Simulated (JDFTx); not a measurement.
# Mg in JDFTx: convergence with n bands

The system is Mg.

```
Mg
1.0
    -1.83599    1.83599    1.67940
     1.83599   -1.83599    1.67940
     1.83599    1.83599   -1.67940
Mg
1
Cartesian
  0.0000 0.0000 0.0000
```

This isn't the form of Mg at room conditions, which is hcp.

| Property | Result |
| --- | --- |
| Program | JDFTx 1.7.0 (patched build) |
| Task | convergence study |
| Functional | PBE |
| Potentials or basis | SPMS-PBE-1.0 |
| Cutoff | 1088 eV |
| Density cutoff | 4354 eV |
| k mesh | 11 × 11 × 11 |
| Occupations | fermi-dirac, width 0.05 eV |
| Spin | no spin polarisation |

These are the settings of the first run; the series varies n bands, with any setting tied to it.

Hardware: 1 thread of Arm Neoverse V1 (shared host).

```csv
n bands,"energy less the tightest run, at zero smearing (meV/atom)",SCF cycles,CPU time (s),peak memory (GiB)
6,0.00,10,43,0.08
7,0.00,9,53,0.09
8,0.00,9,54,0.09
9,0.00,8,57,0.1
11,0.00,9,75,0.11
15,0.00,7,89,0.14
21,0.00,7,120,0.19
```

Against the tightest run, the energy stays within 1 meV/atom from 6 on. The tightest run that finished is the yardstick and may itself not be fully converged.
